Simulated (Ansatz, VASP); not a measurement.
NaI in VASP and in Ansatz

Contents of INCAR:

```
SYSTEM = NaI
  ALGO = Normal
  EDIFF = 1E-8
  ENCUT = 520
  GGA = PE
  ISIF = 2
  ISMEAR = -1
  LASPH = .True.
  LCHARG = .False.
  LEFG = .True.
  LREAL = .False.
  LWAVE = .False.
  NBANDS = 14
  NELM = 80
  PREC = Accurate
  SIGMA = 0.02
```

The input KPOINTS:

```
k-points
0
Gamma
  8 8 8
  0 0 0
```

POSCAR

```
NaI
1.0
    0.0000000000      3.2364000000      3.2364000000
    3.2364000000      0.0000000000      3.2364000000
    3.2364000000      3.2364000000      0.0000000000
Na I
1 1
Direct
    0.0000000000      0.0000000000      0.0000000000
    0.5308985292      0.5308985292      0.4691014708
```

Input for Ansatz:

```yaml
crystal:
  lattice:
    - [0.0, 3.2364, 3.2364]
    - [3.2364, 0.0, 3.2364]
    - [3.2364, 3.2364, 0.0]
  atoms:
    - { symbol: Na, position: [0.0, 0.0, 0.0] }
    - { symbol: I, position: [0.5308985292, 0.5308985292, 0.4691014708] }
kpoints:
  mp_grid: { grid: [8, 8, 8] }
scf:
  occupations: { method: fermi_dirac, width: 0.02 }
hamiltonian:
  xc: pbe
  pseudopotentials: { kind: all_electron, datasets: crystal }
output:
  forces: true
  stress: true
  eigenvalues: true
  efg: { contact_densities: true }
```

Alike in both runs: task electric field gradients; functional PBE; k mesh 8 × 8 × 8; occupations fermi-dirac, width 0.02 eV; no spin polarisation.

|  | VASP | Ansatz |
| --- | --- | --- |
| version | VASP 6.6.1 | Ansatz 0.2.0 |
| potentials or method | VASP PAW PBE potentials, release 64 (Na_pv, I) | all-electron PAW with datasets made for the crystal, scalar-relativistic |
| plane-wave cutoff (eV) | 520 | see its input |

Ansatz gave:

```
gap on the k mesh at the Fermi level (eV)                      : 3.65
pressure (GPa)                                                 : 0.6
largest component of the traceless stress (GPa)                : 0.51
rms of the force components (eV/Å)                             : 0.119
Vzz of the field gradient on the site that differs most (V/Å²) : -4.7
```

Q: What did VASP give for the same quantities?

A: gap on the k mesh at the Fermi level (eV): 3.65; pressure (GPa): 0.6; largest component of the traceless stress (GPa): 0.52; rms of the force components (eV/Å): 0.120; Vzz of the field gradient on the site that differs most (V/Å²): -5.1.

Atom by atom the forces differ by 0.001 eV/Å (rms over components). Ansatz ran all-electron here, so the differences hold the error of VASP's frozen core and of both bases. Ansatz warned: «gradients_without_spin_orbit».

Caveats: spin-orbit coupling is left out, which moves the levels of the heavy elements.
